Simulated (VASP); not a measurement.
# Pt (Fm-3m) in VASP: a series of runs

Runs on Pt. Level: PBE. Tasks: relaxation of cell and atoms, vibrations by finite differences.

All numbers are computed with VASP 6.6.1; they aren't measurements. Logs are shortened: lines on timing, memory, paths and dates and some standing lists are left out, and cuts for length are marked.

### Step 1. The structure

It takes space group Fm-3m (No. 225, cubic). The conventional cell has a = 3.922 Å, b = 3.922 Å, c = 3.922 Å, α = 90.00°, β = 90.00°, γ = 90.00°. Pt (site symmetry m-3m) is surrounded by 12 Pt at 2.77 Å.

### Step 2. Relaxation of cell and atoms, PBE

Contents of INCAR:

```
ALGO = Fast
EDIFF = 1E-7
EDIFFG = -0.002
ENCUT = 520
GGA = PE
IBRION = 2
ISIF = 3
ISMEAR = 0
LASPH = T
LCHARG = F
LREAL = F
LWAVE = F
NELM = 80
NSW = 80
PREC = Accurate
SIGMA = 0.1
```

Contents of KPOINTS:

```
k-points
0
Gamma
  18 18 18
```

Contents of POSCAR:

```
Pt
1.0
    0.0000000000      1.9609000000      1.9609000000
    1.9609000000      0.0000000000      1.9609000000
    1.9609000000      1.9609000000      0.0000000000
Pt
1
Direct
    0.0000000000      0.0000000000      0.0000000000
```

Potentials or basis: VASP PAW PBE potentials, release 64 (Pt).

The run is started by

```console
$ cat potpaw_PBE.64/Pt/POTCAR > POTCAR
$ mpirun -np 1 vasp_std > vasp.out
```

OUTCAR:

```text
EDIFF = 1E-7
   EDIFFG = -0.002
   ENCUT = 520
   GGA = PE
   IBRION = 2
   ISIF = 3
   ISMEAR = 0
   LASPH = T
   LREAL = F
   NELM = 80
   NSW = 80
   PREC = Accurate

 ion  position               nearest neighbor table
   1  0.000  0.000  0.000-

  LATTYP: Found a face centered cubic cell.
 ALAT       =     3.9218000000

  Lattice vectors:

 A1 = (   0.0000000000,   1.9609000000,   1.9609000000)
 A2 = (   1.9609000000,   0.0000000000,   1.9609000000)
 A3 = (   1.9609000000,   1.9609000000,   0.0000000000)

Analysis of symmetry for initial positions (statically):
=====================================================================
 Subroutine PRICEL returns:
 Original cell was already a primitive cell.

 Routine SETGRP: Setting up the symmetry group for a
 face centered cubic supercell.

 Subroutine GETGRP returns: Found 48 space group operations
 (whereof 48 operations were pure point group operations)
 out of a pool of 48 trial point group operations.

The static configuration has the point symmetry O_h .

Analysis of symmetry for dynamics (positions and initial velocities):
=====================================================================
 Subroutine PRICEL returns:
 Original cell was already a primitive cell.

 Routine SETGRP: Setting up the symmetry group for a
 face centered cubic supercell.

 Subroutine GETGRP returns: Found 48 space group operations
 (whereof 48 operations were pure point group operations)
 out of a pool of 48 trial point group operations.

The dynamic configuration has the point symmetry O_h .

 Subroutine INISYM returns: Found 48 space group operations
 (whereof 48 operations are pure point group operations),
 and found     1 'primitive' translations

----------------------------------------------------------------------------------------

                                     Primitive cell

  volume of cell :      15.0798

  direct lattice vectors                    reciprocal lattice vectors
     0.000000000  1.960900000  1.960900000    -0.254984956  0.254984956  0.254984956
     1.960900000  0.000000000  1.960900000     0.254984956 -0.254984956  0.254984956
     1.960900000  1.960900000  0.000000000     0.254984956  0.254984956 -0.254984956

  length of vectors
     2.773131374  2.773131374  2.773131374     0.441646899  0.441646899  0.441646899

  position of ions in fractional coordinates (direct lattice)
     0.000000000  0.000000000  0.000000000

  ion indices of the primitive-cell ions
   primitive index   ion index
                 1           1

----------------------------------------------------------------------------------------

 KPOINTS: k-points

Automatic generation of k-mesh.
 Grid dimensions read from file:
 generate k-points for:   18   18   18

 Generating k-lattice:

  Cartesian coordinates                     Fractional coordinates (reciprocal lattice)
    -0.014165831  0.014165831  0.014165831     0.055555556  0.000000000  0.000000000
     0.014165831 -0.014165831  0.014165831     0.000000000  0.055555556  0.000000000
     0.014165831  0.014165831 -0.014165831     0.000000000  0.000000000  0.055555556

  Length of vectors
     0.024535939  0.024535939  0.024535939

  Shift w.r.t. Gamma in fractional coordinates (k-lattice)
     0.000000000  0.000000000  0.000000000

 Subroutine IBZKPT returns following result:
 ===========================================

 Found    195 irreducible k-points:

 Following reciprocal coordinates:
            Coordinates               Weight
  0.000000  0.000000  0.000000      1.000000
  0.055556  0.000000  0.000000      8.000000
  0.111111  0.000000  0.000000      8.000000
  0.166667  0.000000  0.000000      8.000000
  0.222222  0.000000  0.000000      8.000000
  0.277778  0.000000  0.000000      8.000000
[... 16 lines left out ...]
 -0.277778  0.055556  0.000000     24.000000
 -0.222222  0.055556  0.000000     24.000000
 [... further k-points ...]
   k-points           NKPTS =    195   k-points in BZ     NKDIM =    195   number of bands    NBANDS=      9
   number of dos      NEDOS =    301   number of ions     NIONS =      1
   total plane-waves  NPLWV =  13824
   dimension x,y,z NGX =    24 NGY =   24 NGZ =   24
   dimension x,y,z NGXF=    48 NGYF=   48 NGZF=   48
   ions per type =               1
   NGX,Y,Z   is equivalent  to a cutoff of  14.39, 14.39, 14.39 a.u.
   NGXF,Y,Z  is equivalent  to a cutoff of  28.78, 28.78, 28.78 a.u.
 SYSTEM =  unknown system
   PREC   = accura    normal or accurate (medium, high low for compatibility)
   ISTART =      0    job   : 0-new  1-cont  2-samecut
   ICHARG =      2    charge: 1-file 2-atom 10-const
   ISPIN  =      1    spin polarized calculation?
   LNONCOLLINEAR =      F non collinear calculations
   LSORBIT =      F    spin-orbit coupling
   LASPH  =      T    aspherical Exc in radial PAW
   ENCUT  =  520.0 eV  38.22 Ry    6.18 a.u.   5.16  5.16  5.16*2*pi/ulx,y,z
   NELM   =     80;   NELMIN=  2; NELMDL= -5     # of ELM steps
   EDIFF  = 0.1E-06   stopping-criterion for ELM
   LREAL  =      F    real-space projection
   EDIFFG = -.2E-02   stopping-criterion for IOM
   NSW    =     80    number of steps for IOM
   IBRION =      2    ionic relax: 0-MD 1-quasi-New 2-CG
   NFREE  =      1    steps in history (QN), initial steepest desc. (CG)
   ISIF   =      3    stress and relaxation
   ISYM   =      2    0-nonsym 1-usesym 2-fastsym
   POTIM  = 0.5000    time-step for ionic-motion
   TEBEG  =    0.0;   TEEND  =   0.0 temperature during run
   PSTRESS=    0.0 pullay stress
   NELECT =      10.0000    total number of electrons
   NUPDOWN=      -1.0000    fix difference up-down
   EMIN   =  10.00;   EMAX   =-10.00  energy-range for DOS
   EFERMI =   0.00;   METHOD = LEGACY
   ISMEAR =     0;   SIGMA  =   0.10  broadening in eV -4-tet -1-fermi 0-gaus
   EFERMI_NEDOS =   21; number of points for ismear=-14 and -15
   IALGO  =     68    algorithm
   IMIX   =      4    mixing-type and parameters
     AMIX     =   0.40;   BMIX     =  1.00
     AMIX_MAG =   1.60;   BMIX_MAG =  1.00
  volume/ion in A,a.u.               =      15.08       101.76
  Fermi-wavevector in a.u.,A,eV,Ry     =   1.427609  2.697791 27.729605  2.038068
  Thomas-Fermi vector in A             =   2.547760
   LORBIT       =      0    0 simple, 1 ext, 2 COOP (PROOUT), +10 PAW based schemes
   GGA     = PE    functional components
   LHFCALC =     F    Hartree Fock is set to
   AEXX    =    0.0000 exact exchange contribution
   IVDW    =     0    specifies the selected vdW correction
   LEPSILON=     F    determine dielectric tensor
   LRPA    =     F    only Hartree local field effects (RPA)
 conjugate gradient relaxation of ions
 non-spin polarized calculation
 RMM-DIIS sequential band-by-band and
 Gauss-broadening in eV      SIGMA  =   0.10
  energy-cutoff  :      520.00
  volume of cell :       15.08
 maximum number of plane-waves:       419
 NGX is ok and might be reduce to    24
   NGX = 11   NGY = 11   NGZ = 11

--------------------------------------- Ionic step        1  -------------------------------------------

 number of electron      10.0000000 magnetization

 Free energy of the ion-electron system (eV)
  ---------------------------------------------------
  ext. energy  EPLUGINS =         0.00000000
  ---------------------------------------------------
  free energy    TOTEN  =        -6.08435660 eV

  energy without entropy =       -6.07369199  energy(sigma->0) =       -6.07902429

------------------------ aborting loop because EDIFF is reached ----------------------------------------

  FORCE on cell =-STRESS in cart. coord.  units (eV):
  Direction    XX          YY          ZZ          XY          YZ          ZX
  --------------------------------------------------------------------------------------
  -------------------------------------------------------------------------------------
  Total        0.8957897      0.8957897      0.8957897     -0.0000000      0.0000000      0.0000000
  in kB       95.1744341     95.1744341     95.1744341     -0.0000000      0.0000000      0.0000000
  external PRESSURE =      95.1744341 kB  Pullay stress =       0.0000000 kB
[... 20 lines left out ...]
  energy  without entropy=       -6.0736919898  energy(sigma->0) =       -6.07902429

--------------------------------------- Ionic step        2  -------------------------------------------

 number of electron      10.0000001 magnetization

 E-fermi :   8.9861     XC(G=0): -12.7384

 val. band max:        8.9853099373   @ k =   0.4444   0.1111   0.0000
 cond. band min:       8.9911827644   @ k =  -0.4444   0.2778   0.0556
 fundamental gap:      0.0058728271
 Fermi energy:         8.9860592323

 k-point     1 :       0.0000    0.0000    0.0000
  band No.  band energies     occupation
      1       0.1226      2.00000
      2       5.9099      2.00000
      3       5.9099      2.00000
      4       5.9099      2.00000
      5       7.6545      2.00000
      6       7.6545      2.00000
      7      23.8894      0.00000
      8      28.1482      0.00000
      9      28.1482      0.00000
[... 339 lines left out ...]
  FREE ENERGIE OF THE ION-ELECTRON SYSTEM (eV)
  ---------------------------------------------------
  free  energy   TOTEN  =        -6.0995465457 eV

  energy  without entropy=       -6.0882815943  energy(sigma->0) =       -6.09391407

[... ionic steps 4 to 14 ...]

--------------------------------------- Ionic step       15  -------------------------------------------

 number of electron      10.0000002 magnetization

------------------------ aborting loop because EDIFF is reached ----------------------------------------

  FORCE on cell =-STRESS in cart. coord.  units (eV):
  Direction    XX          YY          ZZ          XY          YZ          ZX
  --------------------------------------------------------------------------------------
  -------------------------------------------------------------------------------------
  Total        0.0039260      0.0039260      0.0039260     -0.0000000     -0.0000000      0.0000000
  in kB        0.4029297      0.4029297      0.4029297     -0.0000000     -0.0000000      0.0000000
  external PRESSURE =       0.4029297 kB  Pullay stress =       0.0000000 kB
[... 55 lines left out ...]
  energy  without entropy=       -6.0883251754  energy(sigma->0) =       -6.09394771

--------------------------------------- Ionic step       17  -------------------------------------------

 number of electron      10.0000002 magnetization

 Free energy of the ion-electron system (eV)
  ---------------------------------------------------
  ext. energy  EPLUGINS =         0.00000000
  ---------------------------------------------------
  free energy    TOTEN  =        -6.09957074 eV

  energy without entropy =       -6.08832833  energy(sigma->0) =       -6.09394954

 E-fermi :  10.6098     XC(G=0): -13.2832

 val. band max:       10.6095339312   @ k =  -0.3333   0.3889   0.1111
 cond. band min:      10.6206310288   @ k =   0.4444   0.1111   0.0000
 fundamental gap:      0.0110970976
 Fermi energy:        10.6097796436

 k-point     1 :       0.0000    0.0000    0.0000
  band No.  band energies     occupation
      1       0.7783      2.00000
      2       7.0284      2.00000
      3       7.0284      2.00000
      4       7.0284      2.00000
      5       9.0628      2.00000
      6       9.0628      2.00000
      7      25.3409      0.00000
      8      30.1112      0.00000
      9      30.1112      0.00000
[... 304 lines left out ...]
  FREE ENERGIE OF THE ION-ELECTRON SYSTEM (eV)
  ---------------------------------------------------
  free  energy   TOTEN  =        -6.0995707449 eV

  energy  without entropy=       -6.0883283343  energy(sigma->0) =       -6.09394954

 reached required accuracy - stopping structural energy minimisation
```

Wall time 60 s (1 thread of Intel Xeon 6975P-C (Granite Rapids), shared host); peak memory 0.17 GiB.

Results:

- Free energy: -6.0996 eV
- Relaxed volume: 15.61 Å³/atom
- Relaxed cell: a = 2.805 Å, b = 2.805 Å, c = 2.805 Å, α = 60.00°, β = 60.00°, γ = 60.00°
- Space group after relaxing (to 0.05 Å): Fm-3m (No. 225)
- Energy gained by relaxing: 15.2 meV/atom
- Ionic steps: 17
- Pressure after relaxing: 0.0 GPa
- Band gap on the k mesh: none (metal or under the smearing width)

The path:
| step | energy change (eV) | largest force (eV/Å) | pressure (GPa) | volume (Å³) |
| --- | --- | --- | --- | --- |
| 1 | 0.0000 | 0.0000 | 9.52 | 15.08 |
| 2 | 0.0772 | 0.0000 | -17.80 | 17.12 |
| 3 | -0.0152 | 0.0000 | -0.33 | 15.63 |
| 4 | -0.0152 | 0.0000 | -0.03 | 15.62 |
| 5 | -0.0152 | 0.0000 | 0.14 | 15.60 |
| 6 | -0.0152 | 0.0000 | 0.14 | 15.60 |
| 7 | -0.0152 | 0.0000 | 0.11 | 15.61 |
| 8 | -0.0152 | 0.0000 | 0.12 | 15.61 |
| 9 | -0.0152 | 0.0000 | 0.11 | 15.61 |
| 10 | -0.0152 | 0.0000 | 0.12 | 15.61 |
| 11 | -0.0152 | 0.0000 | 0.11 | 15.61 |
| 12 | -0.0152 | 0.0000 | 0.11 | 15.61 |
| 13 | -0.0152 | 0.0000 | 0.09 | 15.61 |
| 14 | -0.0152 | 0.0000 | 0.07 | 15.61 |
| 15 | -0.0152 | 0.0000 | 0.04 | 15.61 |
| 16 | -0.0152 | 0.0000 | -0.05 | 15.62 |
| 17 | -0.0152 | 0.0000 | 0.00 | 15.61 |

Final structure:
```xyz
1
Lattice="0.0000 1.9838 1.9838 1.9838 0.0000 1.9838 1.9838 1.9838 0.0000" Properties=species:S:1:pos:R:3 pbc="T T T"
Pt    0.0000    0.0000    0.0000
```

Levels at points of the mesh, in eV from the Fermi level:
```csv
k point,band 2,band 3,band 4,band 5,band 6,band 7,band 8,band 9
"(0.00, 0.00, 0.00)",-3.58,-3.58,-3.58,-1.55,-1.55,14.73,19.50,19.50
"(0.50, 0.00, 0.00)",-3.64,-3.64,-0.33,0.03,0.03,5.58,14.29,18.74
"(0.50, 0.50, 0.00)",-6.26,0.00,0.45,0.45,1.85,8.51,11.28,11.28
```

(Part 1 of 2 ends here.)
